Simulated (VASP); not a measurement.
# BiTe: restarted molecular dynamics, 2 variants

BiTe, Fm-3m (no. 225), 8 atoms in the cell. PBE, molecular dynamics; PAW potentials Bi, Te (PBE set).

| Restart from | Temperature at the end (K) | The same without a restart (K) | Potential energy at the end (eV/atom) | The same without a restart (eV/atom) | Electronic steps in the first step after the restart | Time (s) |
|---|---|---|---|---|---|---|
| CONTCAR with velocities, WAVECAR read | 254.0 | 254.0 | -3.44596 | -3.44596 | 5 | 169 |
| CONTCAR with velocities, no WAVECAR | 254.0 | 254.0 | -3.44596 | -3.44596 | 16 | 198 |

Limits: 240 fs of 8 atoms are too short for converged averages.

## Input of the first row

INCAR.step1:
```
  ALGO = Fast
  EDIFF = 1E-6
  ENCUT = 200
  GGA = PE
  IBRION = 0
  ISIF = 2
  ISMEAR = -1
  ISYM = 0
  KPAR = 2
  LASPH = T
  LCHARG = F
  LREAL = Auto
  LWAVE = T
  MDALGO = 2
  NELM = 60
  NELMIN = 4
  NSW = 30
  POTIM = 4.0
  PREC = Normal
  RANDOM_SEED = 28132 0 0
  SIGMA = 0.05
  SMASS = 0
  TEBEG = 600
```

INCAR.step2, as INCAR.step1 but for:
```
- LWAVE = T
+ LWAVE = F
```

KPOINTS:
```
k-points
0
Monkhorst-Pack
  2 2 2
```

POSCAR.step1:
```
BiTe
1.0
    6.4700000000      0.0000000000      0.0000000000
    0.0000000000      6.4700000000      0.0000000000
    0.0000000000      0.0000000000      6.4700000000
Bi Te
4 4
Direct
    0.0000000000      0.0000000000      0.0000000000
    0.0000000000      0.5000000000      0.5000000000
    0.5000000000      0.0000000000      0.5000000000
    0.5000000000      0.5000000000      0.0000000000
    0.5000000000      0.0000000000      0.0000000000
    0.5000000000      0.5000000000      0.5000000000
    0.0000000000      0.0000000000      0.5000000000
    0.0000000000      0.5000000000      0.0000000000
```

Commands (each step's output is kept before the next begins):
```
cat potpaw_PBE.64/Bi/POTCAR potpaw_PBE.64/Te/POTCAR > POTCAR
cp INCAR.step1 INCAR
cp POSCAR.step1 POSCAR
mpirun -np 2 vasp_std > vasp.out
cp CONTCAR POSCAR
cp INCAR.step2 INCAR
mpirun -np 2 vasp_std > vasp.out
```

Changes of the last row against the first:
```
(step 1)
- LWAVE = True
+ LWAVE = False
```

VASP 6.6.1 took 169 s on 2 cores (Intel Xeon Platinum 8488C (Sapphire Rapids)), a shared host.
